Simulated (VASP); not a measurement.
Write the native input for VASP 6.6.1 that does the following.

- Task: relaxation of the atoms
- Functional: PBE
- Potentials or basis: VASP PAW PBE potentials, release 64 (Al)
- Cutoff: 300 eV
- k mesh: 8 × 8 × 8
- Occupations: methfessel-paxton, width 0.1 eV
- Spin: no spin polarisation
- Further INCAR settings: ALGO = Fast; EDIFF = 1e-07; IBRION = 2; EDIFFG = -0.01; NSW = 40

The structure of Al lies in POSCAR:

```
Al                                      
1.0
    0.0000000000      2.0206946484      2.0206946484
    2.0206946484      0.0000000000      2.0206946484
    2.0206946484      2.0206946484      0.0000000000
  Al            
     1
Direct
     0.0000000000000000    0.0000000000000000    0.0000000000000000
```

These files were run (other wordings do the same):

INCAR

```
SYSTEM = Al
  PREC = Accurate
  ENCUT = 300
  EDIFF = 1E-7
  ISMEAR = 1
  SIGMA = 0.1
  LREAL = .False.
  LASPH = .True.
  NELM = 80
  ALGO = Fast
  ISIF = 2
  LWAVE = .False.
  LCHARG = .False.
  GGA = PE
  IBRION = 2
  NSW = 40
  EDIFFG = -0.01
```

KPOINTS

```
regular mesh
0
Gamma
  8 8 8
  0 0 0
```

Potentials or basis: VASP PAW PBE potentials, release 64 (Al).

Launch:

```console
$ cat potpaw_PBE.64/Al/POTCAR > POTCAR
$ mpirun -np 1 vasp_std > vasp.out
```

Results of the run:

```yaml
Pressure_after_relaxing: 0.0 GPa
Band_gap_on_the_k_mesh: none (metal or under the smearing width)
```

Caveat: the relaxation stopped at its first step, so nothing moved.

Wall time 0.9 s on 1 thread of Intel(R) Xeon(R) 6975P-C (Granite Rapids) (shared host), peak memory 0.1 GiB.
